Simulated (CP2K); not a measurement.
# MgB2 (P6/mmm) in CP2K: further runs

One crystal, MgB2, is run at these levels: PBEsol, LDA; tasks: relaxation of cell and atoms.

Everything below comes from runs of CP2K 2026.2. Logs are shortened: lines on timing, memory, paths and dates and some standing lists are left out, and cuts for length are marked.

**1. The crystal as given**

The structure is hexagonal, space group P6/mmm (No. 191). Conventional cell: a = 3.085 Å, b = 3.085 Å, c = 3.523 Å, α = 90.00°, β = 90.00°, γ = 120.00°. Around Mg (site symmetry 6/mmm) lie 12 B at 2.51 Å. B (site symmetry -6m2) has 3 B at 1.78 Å as nearest neighbours.

**2. Relaxation of cell and atoms, PBEsol, target pressure 5 GPa, at which the enthalpy is minimised**

Input file mgb2_vcrelax.inp:

```
&GLOBAL
  PROJECT mgb2_vcrelax
  RUN_TYPE CELL_OPT
  PRINT_LEVEL LOW
&END GLOBAL
&FORCE_EVAL
  METHOD QS
  STRESS_TENSOR ANALYTICAL
  &DFT
    BASIS_SET_FILE_NAME BASIS_MOLOPT_UZH
    POTENTIAL_FILE_NAME POTENTIAL_UZH
    &MGRID
      CUTOFF 1400
      REL_CUTOFF 60
      NGRIDS 4
    &END MGRID
    &QS
      METHOD GPW
      EPS_DEFAULT 1.0E-10
      EXTRAPOLATION USE_PREV_P
    &END QS
    &KPOINTS
      SCHEME MONKHORST-PACK 8 8 6
      GAMMA_CENTERED T
    &END KPOINTS
    &SCF
      SCF_GUESS ATOMIC
      EPS_SCF 1.0E-6
      MAX_SCF 100
      ADDED_MOS 12
      CHOLESKY OFF
      EPS_EIGVAL 1.0E-7
      &DIAGONALIZATION ON
        ALGORITHM STANDARD
      &END DIAGONALIZATION
      &MIXING ON
        METHOD BROYDEN_MIXING
        ALPHA 0.4
        BETA 1.5
        NBUFFER 8
      &END MIXING
      &SMEAR ON
        METHOD FERMI_DIRAC
        ELECTRONIC_TEMPERATURE [K] 580.226
      &END SMEAR
    &END SCF
    &XC
      &XC_FUNCTIONAL
        &GGA_X_PBE_SOL
        &END GGA_X_PBE_SOL
        &GGA_C_PBE_SOL
        &END GGA_C_PBE_SOL
      &END XC_FUNCTIONAL
    &END XC
    &PRINT
      &KPOINTS ON
      &END KPOINTS
      &MULLIKEN ON
        &EACH
          CELL_OPT 0
        &END EACH
        ADD_LAST NUMERIC
      &END MULLIKEN
      &MO ON
        ENERGIES T
        OCCUPATION_NUMBERS T
        &EACH
          QS_SCF 0
          CELL_OPT 0
        &END EACH
        ADD_LAST NUMERIC
      &END MO
      &LOWDIN ON
        &EACH
          CELL_OPT 0
        &END EACH
        ADD_LAST NUMERIC
      &END LOWDIN
      &HIRSHFELD ON
        SHAPE_FUNCTION DENSITY
        &EACH
          CELL_OPT 0
        &END EACH
        ADD_LAST NUMERIC
      &END HIRSHFELD
    &END PRINT
  &END DFT
  &SUBSYS
    &CELL
      A 3.0850000000 0.0000000000 0.0000000000
      B -1.5425000000 2.6716883707 0.0000000000
      C 0.0000000000 0.0000000000 3.5230000000
      PERIODIC XYZ
    &END CELL
    &COORD
      SCALED
      Mg  0.0000000000 0.0000000000 0.0000000000
      B   0.6666666667 0.3333333333 0.5000000000
      B   0.3333333333 0.6666666667 0.5000000000
    &END COORD
    &KIND Mg
      BASIS_SET TZVP-MOLOPT-PBE-GTH-q10
      POTENTIAL GTH-PBE-q10
    &END KIND
    &KIND B
      BASIS_SET TZVP-MOLOPT-PBE-GTH-q3
      POTENTIAL GTH-PBE-q3
    &END KIND
    &PRINT
      &ATOMIC_COORDINATES ON
      &END ATOMIC_COORDINATES
      &CELL ON
      &END CELL
    &END PRINT
  &END SUBSYS
  &PRINT
    &FORCES ON
    &END FORCES
    &STRESS_TENSOR ON
    &END STRESS_TENSOR
  &END PRINT
&END FORCE_EVAL
&MOTION
  &CELL_OPT
    OPTIMIZER BFGS
    MAX_ITER 40
    MAX_FORCE [eV*angstrom^-1] 0.02
    RMS_FORCE [eV*angstrom^-1] 0.02
    MAX_DR 1.0E-2
    RMS_DR 1.0E-2
    EXTERNAL_PRESSURE [bar] 50000.0
    PRESSURE_TOLERANCE [bar] 200
  &END CELL_OPT
  &PRINT
    &TRAJECTORY ON
    &END TRAJECTORY
    &CELL ON
    &END CELL
    &FORCES ON
    &END FORCES
    &STRESS ON
    &END STRESS
    &RESTART OFF
    &END RESTART
    &RESTART_HISTORY OFF
    &END RESTART_HISTORY
  &END PRINT
&END MOTION
```

Potentials or basis: POTENTIAL_UZH Mg GTH-PBE-q10, B GTH-PBE-q3; TZVP-MOLOPT-PBE-GTH basis.

On the command line:

```bash
> OMP_NUM_THREADS=2 cp2k.psmp -i mgb2_vcrelax.inp -o mgb2_vcrelax.out
```

mgb2_vcrelax.out:

```text

 CP2K| version string:                                       CP2K version 2026.2
 CP2K| Input file name                                          mgb2_vcrelax.inp

 GLOBAL| Force Environment number                                              1
 GLOBAL| Basis set file name                                    BASIS_MOLOPT_UZH
 GLOBAL| Potential file name                                       POTENTIAL_UZH
 GLOBAL| MM Potential file name                                     MM_POTENTIAL
 GLOBAL| Coordinate file name                                      __STD_INPUT__
 GLOBAL| Method name                                                        CP2K
 GLOBAL| Project name                                               mgb2_vcrelax
 GLOBAL| Run type                                                       CELL_OPT
 GLOBAL| FFT library                                                       FFTW3
 GLOBAL| Diagonalization library                                       ScaLAPACK
 GLOBAL| Cholesky decomposition library                                ScaLAPACK
 GLOBAL| DGEMM library                                                      BLAS
 GLOBAL| Direct generalized diagonalization requested                          F
 GLOBAL| Matrix multiplication library                                 ScaLAPACK
 GLOBAL| Global print level                                                  LOW
 GLOBAL| Total number of message passing processes                             1
 GLOBAL| Number of threads for this process                                    2
 GLOBAL| CPU model name                                                  UNKNOWN

 CELL| Volume [angstrom^3]:                                            29.037125
 CELL| Vector a [angstrom]:       3.085     0.000     0.000   |a| =     3.085000
 CELL| Vector b [angstrom]:      -1.542     2.672     0.000   |b| =     3.085000
 CELL| Vector c [angstrom]:       0.000     0.000     3.523   |c| =     3.523000
 CELL| Angle (b,c), alpha [degree]:                                    90.000000
 CELL| Angle (a,c), beta  [degree]:                                    90.000000
 CELL| Angle (a,b), gamma [degree]:                                   120.000000
 CELL| Numerically orthorhombic:                                              NO
 CELL| Periodicity                                                           XYZ

 CELL_REF| Volume [angstrom^3]:                                        29.037125
 CELL_REF| Vector a [angstrom     3.085     0.000     0.000   |a| =     3.085000
 CELL_REF| Vector b [angstrom    -1.542     2.672     0.000   |b| =     3.085000
 CELL_REF| Vector c [angstrom     0.000     0.000     3.523   |c| =     3.523000
 CELL_REF| Angle (b,c), alpha [degree]:                                90.000000
 CELL_REF| Angle (a,c), beta  [degree]:                                90.000000
 CELL_REF| Angle (a,b), gamma [degree]:                               120.000000
 CELL_REF| Numerically orthorhombic:                                          NO
 CELL_REF| Periodicity                                                       XYZ
[... 10 lines left out ...]

  Total number of            - Atomic kinds:                                   2
                             - Atoms:                                          3
                             - Shell sets:                                     3
                             - Shells:                                        20
                             - Primitive Cartesian functions:                 17
                             - Cartesian basis functions:                     46
                             - Spherical basis functions:                     44

  Maximum angular momentum of- Orbital basis functions:                        2
                             - Local part of the GTH pseudopotential:          2
                             - Non-local part of the GTH pseudopotential:      1

 MODULE QUICKSTEP: ATOMIC COORDINATES IN ANGSTROM

   Atom Kind Element         X             Y             Z       Z(eff)     Mass
      1    1 Mg   12      0.000000      0.000000      0.000000  10.0000  24.3050
      2    2 B     5      1.542500      0.890563      1.761500   3.0000  10.8110
      3    2 B     5     -0.000000      1.781126      1.761500   3.0000  10.8110

 SCF PARAMETERS         Density guess:                                    ATOMIC
                        --------------------------------------------------------
                        max_scf:                                             100
                        max_scf_history:                                       0
                        max_diis:                                              4
[... 5 lines left out ...]
                        --------------------------------------------------------
                        level_shift [a.u.]:                             0.000000
[... 23 lines left out ...]
 OPT| Pressure tolerance [bar]                                    200.0000000000
 OPT| Pressure is converged                                                  YES
 OPT| **************************************************************************

 *******************************************************************************
 ***                    GEOMETRY OPTIMIZATION COMPLETED                      ***
 *******************************************************************************

 write_final_structure: Optimization converged, writing XYZ file gladly:
  mgb2_vcrelax-FINAL-1_17.xyz

 write_final_structure: Optimization converged, writing CIF file gladly:
  mgb2_vcrelax-FINAL-1_17.cif

 write_final_structure: Done!

                    Reevaluating energy at the minimum

 CELL| Volume [angstrom^3]:                                            27.916834
 CELL| Vector a [angstrom]:       3.054     0.000     0.000   |a| =     3.054023
 CELL| Vector b [angstrom]:      -1.527     2.645     0.000   |b| =     3.054028
 CELL| Vector c [angstrom]:      -0.000    -0.000     3.456   |c| =     3.456480
 CELL| Angle (b,c), alpha [degree]:                                    90.000000
 CELL| Angle (a,c), beta  [degree]:                                    90.000000
 CELL| Angle (a,b), gamma [degree]:                                   120.010025
 CELL| Numerically orthorhombic:                                              NO
 CELL| Periodicity                                                           XYZ

 Extrapolation method: previous_p

 Number of electrons:                                                         16
 Number of occupied orbitals:                                                  8
 Number of molecular orbitals:                                                20

 Number of orbital functions:                                                 44
 Number of independent orbital functions:                                     44

 SCF WAVEFUNCTION OPTIMIZATION

  Step     Update method      Time    Convergence         Total energy    Change
  ------------------------------------------------------------------------------
     1 Broy./Diag. 0.40E+00    3.0     0.00000015       -68.8461688635 -6.88E+01

  *** SCF run converged in     1 steps ***

  Electronic density on regular grids:        -15.9999999839        0.0000000161
  Core density on regular grids:               15.9999999987       -0.0000000013
  Total charge density on r-space grids:        0.0000000148
  Total charge density g-space grids:           0.0000000148

  Overlap energy of the core charge distribution:               0.00000015624110
  Self energy of the core charge distribution:               -158.50948220442490
  Core Hamiltonian energy:                                     47.34537758998967
  Hartree energy:                                              53.01512869324949
  Exchange-correlation energy:                                -10.69687221840689
  Electronic entropic energy:                                  -0.00032088011691
  Fermi energy:                                                 0.30040706943091

  Total energy:                                               -68.84616886346551
  Total energy (extrapolated to T->0):                        -68.84600842340706

 MO| EIGENVALUES AND OCCUPATION NUMBERS FOR K POINT 1
 MO|
 MO|  Index      Eigenvalue [a.u.]        Eigenvalue [eV]             Occupation
 MO|      1              -2.453798             -66.771252               2.000000
 MO|      2              -1.233730             -33.571496               2.000000
 MO|      3              -1.233282             -33.559314               2.000000
 MO|      4              -1.232248             -33.531178               2.000000
 MO|      5               0.033703               0.917113               2.000000
 MO|      6               0.053473               1.455065               2.000000
[... 357 lines left out ...]
 MO|     19               1.262623              34.357707               0.000000
 MO|     20               1.331509              36.232203               0.000000
 MO| Sum:                                                              16.000000
 MO| E(Fermi):            0.300407 a.u.          8.174492 eV

 [... the levels of further k-points ...]

 !-----------------------------------------------------------------------------!
                     Mulliken Population Analysis

 #  Atom  Element  Kind  Atomic population                           Net charge
       1     Mg       1          9.470530                              0.529470
       2     B        2          3.264735                             -0.264735
       3     B        2          3.264735                             -0.264735
 # Total charge                             16.000000                 -0.000000

 !-----------------------------------------------------------------------------!

 !-----------------------------------------------------------------------------!
                           Hirshfeld Charges

  #Atom  Element  Kind  Ref Charge     Population                    Net charge
      1       Mg     1      10.000          9.697                         0.303
      2       B      2       3.000          3.151                        -0.151
      3       B      2       3.000          3.151                        -0.151

  Total Charge                                                           -0.000
 !-----------------------------------------------------------------------------!

 LOWDIN POPULATION ANALYSIS

 #  Atom  Element  Kind  Atomic population                           Net charge
       1     Mg       1          9.191756                              0.808244
       2     B        2          3.404122                             -0.404122
       3     B        2          3.404122                             -0.404122
 # Total charge                             16.000000                 -0.000000

 ENERGY| Total FORCE_EVAL ( QS ) energy [hartree]            -68.846168863465508
```

It took 13 min on 2 threads of Arm Neoverse V1, shared host; peak memory 0.53 GiB.

Results:

```
Free energy                            : -1873.3995 eV
Relaxed volume                         : 9.31 Å³/atom
Relaxed cell                           : a = 3.054 Å, b = 3.054 Å, c = 3.456 Å, α = 90.00°, β = 90.00°, γ = 120.01°
Space group after relaxing (to 0.05 Å) : P6/mmm (No. 191)
Pressure after relaxing                : 5.0 GPa
Largest force after relaxing           : 0.011 eV/Å
Band gap on the k mesh                 : none (metal or under the smearing width)
Mulliken charges                       : Mg +0.53; B -0.26 e
Hirshfeld charges                      : Mg +0.30; B -0.15 e
```

Forces on the atoms (eV/Å):
```
Mg   0.000  0.000 -0.011
B    0.001  0.000  0.002
B   -0.001  0.000  0.002
```

The path:
| step | energy change (eV) | largest force (eV/Å) | volume (Å³) |
| --- | --- | --- | --- |
| 1 | 0.0000 | 0.1205 | 28.93 |
| 2 | 0.0292 | 0.3540 | 27.72 |
| 3 | 0.0116 | 0.2774 | 28.12 |
| 4 | 0.0096 | 0.1717 | 28.16 |
| 5 | 0.0102 | 0.1631 | 28.11 |
| 6 | 0.0118 | 0.1248 | 28.05 |
| 7 | 0.0149 | 0.0458 | 27.93 |
| 8 | 0.0160 | 0.0178 | 27.88 |
| 9 | 0.0159 | 0.0348 | 27.86 |
| 10 | 0.0146 | 0.0344 | 27.90 |
| 11 | 0.0137 | 0.0280 | 27.93 |
| 12 | 0.0133 | 0.0196 | 27.94 |
| 13 | 0.0134 | 0.0069 | 27.94 |
| 14 | 0.0138 | 0.0871 | 27.92 |
| 15 | 0.0187 | 0.0916 | 27.79 |
| 16 | 0.0143 | 0.0200 | 27.91 |
| 17 | 0.0140 | 0.0115 | 27.92 |
| 18 | 0.0140 | 0.0115 | 27.92 |

Final structure:
```
Mg B
1.0
     3.05402    0.00000    0.00000
    -1.52748    2.64460    0.00000
     0.00000    0.00000    3.45648
Mg B
1 2
Direct
  0.00000 0.00000 0.00004
  0.66662 0.33337 0.49993
  0.33338 0.66663 0.49993
```

Caveat: Mulliken charges move with the basis; the printed path begins after the first move; the potentials were made for another functional, which shifts forces and pressure; the basis of atomic orbitals isn't converged, which shifts pressures, moduli and gaps.

**3. Relaxation of cell and atoms, LDA, target pressure 5 GPa, at which the enthalpy is minimised**

mgb2_vcrelax.inp, as its differences from that of step 2:

```diff
@@ -10,3 +10,3 @@
     BASIS_SET_FILE_NAME BASIS_MOLOPT_UZH
-    POTENTIAL_FILE_NAME POTENTIAL_UZH
+    POTENTIAL_FILE_NAME GTH_POTENTIALS
     &MGRID
@@ -48,6 +48,6 @@
       &XC_FUNCTIONAL
-        &GGA_X_PBE_SOL
-        &END GGA_X_PBE_SOL
-        &GGA_C_PBE_SOL
-        &END GGA_C_PBE_SOL
+        &LDA_X
+        &END LDA_X
+        &LDA_C_PW
+        &END LDA_C_PW
       &END XC_FUNCTIONAL
@@ -72,15 +72,2 @@
       &END MO
-      &LOWDIN ON
-        &EACH
-          CELL_OPT 0
-        &END EACH
-        ADD_LAST NUMERIC
-      &END LOWDIN
-      &HIRSHFELD ON
-        SHAPE_FUNCTION DENSITY
-        &EACH
-          CELL_OPT 0
-        &END EACH
-        ADD_LAST NUMERIC
-      &END HIRSHFELD
     &END PRINT
@@ -89,5 +76,4 @@
     &CELL
-      A 3.0850000000 0.0000000000 0.0000000000
-      B -1.5425000000 2.6716883707 0.0000000000
-      C 0.0000000000 0.0000000000 3.5230000000
+      ABC 3.0850000000 3.0850000000 3.5230000000
+      ALPHA_BETA_GAMMA 90.0000000000 90.0000000000 119.9999999998
       PERIODIC XYZ
@@ -102,3 +88,3 @@
       BASIS_SET TZVP-MOLOPT-PBE-GTH-q10
-      POTENTIAL GTH-PBE-q10
+      POTENTIAL GTH-PADE-q10
     &END KIND
@@ -106,3 +92,3 @@
       BASIS_SET TZVP-MOLOPT-PBE-GTH-q3
-      POTENTIAL GTH-PBE-q3
+      POTENTIAL GTH-PADE-q3
     &END KIND
@@ -126,4 +112,4 @@
     MAX_ITER 40
-    MAX_FORCE [eV*angstrom^-1] 0.02
-    RMS_FORCE [eV*angstrom^-1] 0.02
+    MAX_FORCE [eV*angstrom^-1] 0.01
+    RMS_FORCE [eV*angstrom^-1] 0.01
     MAX_DR 1.0E-2
```

Potentials or basis: GTH_POTENTIALS Mg GTH-PADE-q10, B GTH-PADE-q3; TZVP-MOLOPT-PBE-GTH basis.

On the command line:

```bash
> OMP_NUM_THREADS=2 cp2k.psmp -i mgb2_vcrelax.inp -o mgb2_vcrelax.out
```

Wall time 14 min (2 threads of Arm Neoverse N1, shared host); peak memory 0.52 GiB.

The run converged. Its results:

```
Free energy                            : -1873.8493 eV
Relaxed volume                         : 9.01 Å³/atom
Relaxed cell                           : a = 3.022 Å, b = 3.022 Å, c = 3.416 Å, α = 90.00°, β = 90.00°, γ = 120.00°
Space group after relaxing (to 0.05 Å) : P6/mmm (No. 191)
Pressure after relaxing                : 5.0 GPa
Band gap on the k mesh                 : none (metal or under the smearing width)
Mulliken charges                       : Mg +0.44; B -0.22 e
```

The path:
```csv
step,energy change (eV),largest force (eV/Å),volume (Å³)
1,0.0000,0.0058,28.84
2,0.0012,0.0723,27.20
3,-0.0026,0.0587,27.30
4,-0.0071,0.0211,27.37
5,-0.0090,0.0615,27.35
6,-0.0063,0.1109,27.21
7,-0.0026,0.1120,27.07
8,-0.0007,0.0861,27.00
9,0.0001,0.0439,26.95
10,-0.0007,0.0114,26.97
11,-0.0018,0.0002,27.01
12,-0.0021,0.0006,27.02
13,-0.0021,0.0006,27.02
```

Final structure:
```yaml
crystal:
  lattice:
    - [3.02178, 0.00000, 0.00000]
    - [-1.51104, 2.61688, 0.00000]
    - [0.00000, 0.00000, 3.41634]
  atoms:
    - { symbol: Mg, position: [0.00000, 0.00000, 0.00000] }
    - { symbol: B, position: [0.66667, 0.33333, 0.50000] }
    - { symbol: B, position: [0.33333, 0.66667, 0.50000] }
```

Levels at points of the mesh, in eV from the Fermi level:
```
           k point  band 5  band 6  band 7  band 8  band 9  band 10  band 11  band 12
(0.00, 0.00, 0.00)  -12.78   -3.01    0.32    0.32    2.71     6.46     6.47     9.78
(0.00, 0.00, 0.50)  -11.31   -7.82    0.73    0.73    6.92     6.92     8.22    11.14
(0.00, 0.50, 0.00)   -8.68   -8.09   -2.35    0.29    3.25     4.84     5.92     8.02
(0.00, 0.50, 0.50)   -7.56   -7.12   -3.82   -2.01   -1.31     6.48     9.46    10.02
(0.50, 0.00, 0.00)   -8.68   -8.09   -2.35    0.29    3.25     4.83     5.92     8.02
(0.50, 0.00, 0.50)   -7.56   -7.12   -3.82   -2.01   -1.31     6.48     9.46    10.02
(0.50, 0.50, 0.00)   -8.68   -8.09   -2.34    0.29    3.25     4.83     5.92     8.02
(0.50, 0.50, 0.50)   -7.56   -7.12   -3.82   -2.01   -1.31     6.48     9.46    10.02
```

Caveat: Mulliken charges move with the basis; the printed path begins after the first move; the basis of atomic orbitals isn't converged, which shifts pressures, moduli and gaps.
